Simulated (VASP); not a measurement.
# Gd (Im-3m) in VASP: further runs

Runs on Gd. Level: PBE. Tasks: single point.

All numbers are computed with VASP 6.6.1; they aren't measurements. Logs are shortened: lines on timing, memory, paths and dates and some standing lists are left out, and cuts for length are marked.

## Step 1: The crystal as given

It takes space group Im-3m (No. 229, cubic). Conventional cell: a = 4.050 Å, b = 4.050 Å, c = 4.050 Å, α = 90.00°, β = 90.00°, γ = 90.00°. Gd (site symmetry m-3m) has 8 Gd at 3.51 Å as nearest neighbours.

This isn't the form of Gd at room conditions, which is hcp.

## Step 2: Single point, PBE, collinear spin, ferromagnetic start

Input file INCAR:

```
ADDGRID = False
ALGO = Normal
EDIFF = 1E-6
ENCUT = 450
GGA = PE
ISIF = 2
ISMEAR = 0
ISPIN = 2
LASPH = True
LCHARG = False
LMAXMIX = 6
LORBIT = 11
LREAL = False
LWAVE = False
MAGMOM = 7
NELM = 100
PREC = Accurate
SIGMA = 0.2
```

Input file KPOINTS:

```
k-points
0
Gamma
  11 11 11
```

Input file POSCAR:

```
Gd
1.0
   -2.0250000000      2.0250000000      2.0250000000
    2.0250000000     -2.0250000000      2.0250000000
    2.0250000000      2.0250000000     -2.0250000000
Gd
1
Direct
    0.0000000000      0.0000000000      0.0000000000
```

Potentials or basis: VASP PAW PBE potentials, release 64 (Gd).

Started as:

```bash
$ cat potpaw_PBE.64/Gd/POTCAR > POTCAR
$ mpirun -np 1 vasp_std > vasp.out
```

OUTCAR:

```text
EDIFF = 1E-6
   ENCUT = 450
   GGA = PE
   ISIF = 2
   ISMEAR = 0
   ISPIN = 2
   LASPH = True
   LORBIT = 11
   LREAL = False
   NELM = 100
   PREC = Accurate

 Found     56 irreducible k-points:

 Following reciprocal coordinates:
            Coordinates               Weight
  0.000000  0.000000  0.000000      1.000000
  0.090909  0.000000  0.000000     12.000000
  0.181818  0.000000  0.000000     12.000000
  0.272727  0.000000  0.000000     12.000000
  0.363636  0.000000  0.000000     12.000000
  0.454545  0.000000  0.000000     12.000000
   k-points           NKPTS =     56   k-points in BZ     NKDIM =     56   number of bands    NBANDS=     17
   number of dos      NEDOS =    301   number of ions     NIONS =      1
   total plane-waves  NPLWV =  13824
   dimension x,y,z NGX =    24 NGY =   24 NGZ =   24
   dimension x,y,z NGXF=    48 NGYF=   48 NGZF=   48
   ions per type =               1
   NGX,Y,Z   is equivalent  to a cutoff of  11.38, 11.38, 11.38 a.u.
   NGXF,Y,Z  is equivalent  to a cutoff of  22.75, 22.75, 22.75 a.u.
 SYSTEM =  unknown system
   PREC   = accura    normal or accurate (medium, high low for compatibility)
   ISTART =      0    job   : 0-new  1-cont  2-samecut
   ICHARG =      2    charge: 1-file 2-atom 10-const
   ISPIN  =      2    spin polarized calculation?
   LNONCOLLINEAR =      F non collinear calculations
   LSORBIT =      F    spin-orbit coupling
   LASPH  =      T    aspherical Exc in radial PAW
   ENCUT  =  450.0 eV  33.07 Ry    5.75 a.u.   6.07  6.07  6.07*2*pi/ulx,y,z
   NELM   =    100;   NELMIN=  2; NELMDL= -5     # of ELM steps
   EDIFF  = 0.1E-05   stopping-criterion for ELM
   LREAL  =      F    real-space projection
   EDIFFG = 0.1E-04   stopping-criterion for IOM
   NSW    =      0    number of steps for IOM
   IBRION =     -1    ionic relax: 0-MD 1-quasi-New 2-CG
   NFREE  =      0    steps in history (QN), initial steepest desc. (CG)
   ISIF   =      2    stress and relaxation
   ISYM   =      2    0-nonsym 1-usesym 2-fastsym
   POTIM  = 0.5000    time-step for ionic-motion
   TEBEG  =    0.0;   TEEND  =   0.0 temperature during run
   PSTRESS=    0.0 pullay stress
   NELECT =      18.0000    total number of electrons
   NUPDOWN=      -1.0000    fix difference up-down
   EMIN   =  10.00;   EMAX   =-10.00  energy-range for DOS
   EFERMI =   0.00;   METHOD = LEGACY
   ISMEAR =     0;   SIGMA  =   0.20  broadening in eV -4-tet -1-fermi 0-gaus
   EFERMI_NEDOS =   21; number of points for ismear=-14 and -15
   IALGO  =     38    algorithm
   IMIX   =      4    mixing-type and parameters
     AMIX     =   0.40;   BMIX     =  1.00
     AMIX_MAG =   1.60;   BMIX_MAG =  1.00
  volume/ion in A,a.u.               =      33.22       224.15
  Fermi-wavevector in a.u.,A,eV,Ry     =   1.334711  2.522238 24.238153  1.781454
  Thomas-Fermi vector in A             =   2.463472
   LORBIT       =     11    0 simple, 1 ext, 2 COOP (PROOUT), +10 PAW based schemes
   GGA     = PE    functional components
   LHFCALC =     F    Hartree Fock is set to
   AEXX    =    0.0000 exact exchange contribution
   IVDW    =     0    specifies the selected vdW correction
   LEPSILON=     F    determine dielectric tensor
   LRPA    =     F    only Hartree local field effects (RPA)
 spin polarized calculation
 Gauss-broadening in eV      SIGMA  =   0.20
  energy-cutoff  :      450.00
  volume of cell :       33.22
 maximum number of plane-waves:       730
   NGX = 13   NGY = 13   NGZ = 13

 number of electron      17.9999994 magnetization       7.6311654

 Free energy of the ion-electron system (eV)
  ---------------------------------------------------
  ext. energy  EPLUGINS =         0.00000000
  ---------------------------------------------------
  free energy    TOTEN  =       -11.62708629 eV

  energy without entropy =      -11.58403764  energy(sigma->0) =      -11.60556196

 E-fermi :   2.9607     XC(G=0):  -9.9566

 val. band max:        2.9464080193   @ k =  -0.3636  -0.3636   0.0909
 cond. band min:       2.9847061594   @ k =  -0.2727   0.3636   0.0909
 fundamental gap:      0.0382981402
 Fermi energy:         2.9606924524

 spin component 1

 k-point     1 :       0.0000    0.0000    0.0000
  band No.  band energies     occupation
      1     -42.3365      1.00000
      2     -19.3655      1.00000
      3     -19.3655      1.00000
      4     -19.3655      1.00000
      5      -2.1159      1.00000
      6      -1.9316      1.00000
[... 9 lines left out ...]
     16       6.4831      0.00000
     17       6.4831      0.00000

 k-point     2 :       0.0909    0.0000    0.0000
  band No.  band energies     occupation
      1     -42.3312      1.00000
      2     -19.4245      1.00000
      3     -19.3838      1.00000
      4     -19.3658      1.00000
      5      -1.9286      1.00000
      6      -1.9261      1.00000
[... 9 lines left out ...]
     16       6.2404      0.00000
     17       6.4860      0.00000

 k-point     3 :       0.1818    0.0000    0.0000
  band No.  band energies     occupation
      1     -42.3172      1.00000
      2     -19.5782      1.00000
      3     -19.4325      1.00000
      4     -19.3666      1.00000
      5      -1.9220      1.00000
      6      -1.9099      1.00000
[... 9 lines left out ...]
     16       6.0054      0.00000
     17       6.5274      0.00000

 k-point     4 :       0.2727    0.0000    0.0000
  band No.  band energies     occupation
      1     -42.2987      1.00000
      2     -19.7722      1.00000
      3     -19.4952      1.00000
      4     -19.3677      1.00000
      5      -1.9173      1.00000
      6      -1.8881      1.00000
[... 9 lines left out ...]
     16       6.3227      0.00000
     17       6.6631      0.00000

 k-point     5 :       0.3636    0.0000    0.0000
  band No.  band energies     occupation
      1     -42.2817      1.00000
      2     -19.9440      1.00000
      3     -19.5519      1.00000
      4     -19.3686      1.00000
      5      -1.9176      1.00000
      6      -1.8924      1.00000
[... 9 lines left out ...]
     16       6.8965      0.00000
     17       7.6812      0.00000

 k-point     6 :       0.4545    0.0000    0.0000
  band No.  band energies     occupation
      1     -42.2715      1.00000
      2     -20.0432      1.00000
      3     -19.5855      1.00000
      4     -19.3692      1.00000
      5      -1.9200      1.00000
      6      -1.9068      1.00000
[... 9 lines left out ...]
     16       7.1142      0.00000
     17       8.8786      0.00000

 [... further k-points ...]

 spin component 2

 k-point     1 :       0.0000    0.0000    0.0000
  band No.  band energies     occupation
      1     -39.0956      1.00000
      2     -16.9554      1.00000
      3     -16.9554      1.00000
      4     -16.9554      1.00000
      5      -1.2228      1.00000
      6       3.3434      0.00340
[... 9 lines left out ...]
     16       7.5579      0.00000
     17       7.5579      0.00000

 k-point     2 :       0.0909    0.0000    0.0000
  band No.  band energies     occupation
      1     -39.0890      1.00000
      2     -17.0279      1.00000
      3     -16.9771      1.00000
      4     -16.9562      1.00000
      5      -0.9773      1.00000
      6       3.3306      0.00445
[... 9 lines left out ...]
     16       7.3221      0.00000
     17       7.5760      0.00000

 k-point     3 :       0.1818    0.0000    0.0000
  band No.  band energies     occupation
      1     -39.0715      1.00000
      2     -17.2152      1.00000
      3     -17.0344      1.00000
      4     -16.9579      1.00000
      5      -0.3070      1.00000
      6       3.2951      0.00903
[... 9 lines left out ...]
     16       7.1385      0.00000
     17       7.6540      0.00000

 k-point     4 :       0.2727    0.0000    0.0000
  band No.  band energies     occupation
      1     -39.0483      1.00000
      2     -17.4494      1.00000
      3     -17.1082      1.00000
      4     -16.9603      1.00000
      5       0.5659      1.00000
      6       3.2701      0.01433
[... 9 lines left out ...]
     16       7.7240      0.00000
     17       7.8314      0.00000

 k-point     5 :       0.3636    0.0000    0.0000
  band No.  band energies     occupation
      1     -39.0269      1.00000
      2     -17.6551      1.00000
      3     -17.1746      1.00000
      4     -16.9624      1.00000
      5       1.2221      1.00000
      6       3.3410      0.00358
[... 9 lines left out ...]
     16       8.1051      0.00000
     17       9.1377      0.00000

 k-point     6 :       0.4545    0.0000    0.0000
  band No.  band energies     occupation
      1     -39.0142      1.00000
      2     -17.7731      1.00000
      3     -17.2139      1.00000
      4     -16.9637      1.00000
      5       1.4321      1.00000
      6       3.3525      0.00280
[... 9 lines left out ...]
     16       8.3569      0.00000
     17      10.3917      0.00000

 [... further k-points ...]

------------------------ aborting loop because EDIFF is reached ----------------------------------------

  FORCE on cell =-STRESS in cart. coord.  units (eV):
  Direction    XX          YY          ZZ          XY          YZ          ZX
  --------------------------------------------------------------------------------------
  -------------------------------------------------------------------------------------
  Total       -0.0915255     -0.0915255     -0.0915255      0.0000000     -0.0000000      0.0000000
  in kB       -4.4148689     -4.4148689     -4.4148689      0.0000000     -0.0000000      0.0000000
  external PRESSURE =      -4.4148689 kB  Pullay stress =       0.0000000 kB

 VOLUME and BASIS-vectors are now :
 -----------------------------------------------------------------------------
  energy-cutoff  :      450.00
  volume of cell :       33.22
      direct lattice vectors                 reciprocal lattice vectors
    -2.025000000  2.025000000  2.025000000     0.000000000  0.246913580  0.246913580
     2.025000000 -2.025000000  2.025000000     0.246913580  0.000000000  0.246913580
     2.025000000  2.025000000 -2.025000000     0.246913580  0.246913580  0.000000000

 POSITION                                       TOTAL-FORCE (eV/Angst)
 -----------------------------------------------------------------------------------
      0.00000      0.00000      0.00000        -0.000000      0.000000     -0.000000
 -----------------------------------------------------------------------------------
    total drift:                                0.000000     -0.000000     -0.000000

  FREE ENERGIE OF THE ION-ELECTRON SYSTEM (eV)
  ---------------------------------------------------
  free  energy   TOTEN  =       -11.6270862904 eV

  energy  without entropy=      -11.5840376359  energy(sigma->0) =      -11.60556196

 total charge

# of ion       s       p       d       f       tot
--------------------------------------------------
    1        2.072   5.560   0.582   6.985  15.199

 magnetization (x)

# of ion       s       p       d       f       tot
--------------------------------------------------
    1        0.002  -0.056   0.239   6.815   7.000
```

Run time: 37 s. Hardware: 1 thread of Intel Xeon Platinum 8559C (Emerald Rapids), shared host; peak memory 0.18 GiB.

The run converged, but some of its settings lie outside the range that counts as converged, so its numbers aren't taken as properties of the crystal.

Results:

* Free energy: -11.6271 eV
* Pressure: -0.4 GPa
* Band gap on the k mesh: none (metal or under the smearing width)
* Net moment: 7.63 μB per cell
* Site moments: Gd +7.00 μB
* Valence electrons inside the program's atomic spheres: Gd 15.20

Caveat: spin-orbit coupling is left out, which moves the levels of the heavy elements.

## Step 3: Single point, PBE, collinear spin, ferromagnetic start

INCAR, as its differences from that of step 2:

```diff
@@ -3,3 +3,3 @@
 EDIFF = 1E-6
-ENCUT = 450
+ENCUT = 550
 GGA = PE
```

Input file KPOINTS:

```
k-points
0
Gamma
  10 10 10
```

POSCAR is that of step 2.

Potentials or basis: VASP PAW PBE potentials, release 64 (Gd).

Started as:

```bash
$ cat potpaw_PBE.64/Gd/POTCAR > POTCAR
$ mpirun -np 1 vasp_std > vasp.out
```

Wall time 73 s (1 thread of Intel Xeon Platinum 8559C (Emerald Rapids), shared host); peak memory 0.21 GiB.

The run converged, but some of its settings lie outside the range that counts as converged, so its numbers aren't taken as properties of the crystal.

Results:

| Quantity | Value |
| --- | --- |
| Free energy | -11.6338 eV |
| Pressure | 0.0 GPa |
| Band gap on the k mesh | none (metal or under the smearing width) |
| Net moment | 7.63 μB per cell |
| Site moments | Gd +7.00 μB |
| Valence electrons inside the program's atomic spheres | Gd 15.20 |

Caveat: spin-orbit coupling is left out, which moves the levels of the heavy elements.

## Step 4: Single point, PBE, collinear spin, ferromagnetic start

INCAR, as its differences from that of step 3:

```diff
@@ -16,3 +16,3 @@
 NELM = 100
-PREC = Accurate
+PREC = Low
 SIGMA = 0.2
```

KPOINTS is that of step 3.

POSCAR is that of step 3.

Started as:

```bash
$ cat potpaw_PBE.64/Gd/POTCAR > POTCAR
$ mpirun -np 1 vasp_std > vasp.out
```

It took 40 s on 1 thread of Intel Xeon Platinum 8559C (Emerald Rapids), shared host; peak memory 0.16 GiB.

The run converged, but some of its settings lie outside the range that counts as converged, so its numbers aren't taken as properties of the crystal.

Results:

| Property | Result |
| --- | --- |
| Free energy | -11.6359 eV |
| Pressure | 0.2 GPa |
| Band gap on the k mesh | none (metal or under the smearing width) |
| Net moment | 7.63 μB per cell |
| Site moments | Gd +7.00 μB |
| Valence electrons inside the program's atomic spheres | Gd 15.20 |

Caveat: spin-orbit coupling is left out, which moves the levels of the heavy elements.
